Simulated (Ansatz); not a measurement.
The system is TaN.

```
CELL_PARAMETERS angstrom
2.93800 0.00000 0.00000
-1.46900 2.54438 0.00000
0.00000 0.00000 2.88300
ATOMIC_POSITIONS crystal
Ta 0.33333 0.66667 0.50000
N 0.00000 0.00000 0.00000
```

```yaml
Program: Ansatz 0.2.0
Task: relaxation of cell and atoms
Functional: HF
Potentials_or_basis: Ansatz PAW
Cutoff: "420 eV (not typed: the program's choice for these potentials)"
k_mesh: 5 × 5 × 5
Occupations: fermi-dirac, width 0.05 eV
Spin: no spin polarisation
```

At the start: volume 10.78 Å³/atom.

Q: How do energy, volume and symmetry change on relaxing?

A: It ends after 8 steps and the volume is 10.92 Å³/atom (+1.3 %); space group P-6m2 (No. 187, to 0.05 Å).

Step by step:
| step | energy change (eV) | largest force (eV/Å) | volume (Å³) |
| --- | --- | --- | --- |
| 1 | 0.0000 | 0.0000 | 21.55 |
| 2 | -0.0009 | 0.0000 | 22.00 |
| 3 | -0.0042 | 0.0000 | 21.89 |
| 4 | -0.0048 | 0.0000 | 21.82 |
| 5 | -0.0048 | 0.0000 | 21.83 |
| 6 | -0.0053 | 0.0000 | 21.83 |
| 7 | -0.0053 | 0.0000 | 21.84 |
| 8 | -0.0053 | 0.0000 | 21.84 |

Final structure:
```
Ta N
1.0
     2.94740    0.00000    0.00000
    -1.47370    2.55253    0.00000
     0.00000    0.00000    2.90260
Ta N
1 1
Direct
  0.33333 0.66667 0.50000
  0.00000 0.00000 0.00000
```

Caveat: the k mesh is coarse (spacing up to 0.49 Å⁻¹), so the values aren't converged, least of all with exact exchange; the plane-wave basis is chosen anew once the cell has moved, so the energies of steps on either side of that aren't comparable; the PAW data sets come from PBE, with cores solved anew for the run's functional, which leaves a small shift of forces and pressure.
